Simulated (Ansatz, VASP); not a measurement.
## One calculation of NaH, two programs

```xyz
2
Lattice="0.0000 2.5969 2.5969 2.5969 0.0000 2.5969 2.5969 2.5969 0.0000" Properties=species:S:1:pos:R:3 pbc="T T T"
Na    0.0000    0.0000    0.0000
H     1.2985    1.2985    1.2985
```

Alike in both runs: task single point; functional PBE; k mesh 8 × 8 × 8; no spin polarisation.

|  | VASP | Ansatz |
| --- | --- | --- |
| version | VASP 6.6.1 | Ansatz 0.2.0 |
| potentials or method | VASP PAW PBE potentials, release 64 (Na_pv, H) | plane waves, PAW |
| plane-wave cutoff (eV) | 520 | 420 |
| occupations | gaussian, width 0.01 eV | fixed |
| valence electrons in the cell | 8 | 10 |

|  | VASP | Ansatz | Ansatz less VASP |
| --- | --- | --- | --- |
| gap on the k mesh at the Fermi level (eV) | 3.61 | 3.61 | +0.002 |
| pressure (GPa) | 0.2 | 0.2 | +0.02 |

The two sets of potentials don't hold the same shells in valence.

A k mesh can miss the band edges. Expect the measured gap to be larger: semilocal functionals such as PBE lack the derivative discontinuity.
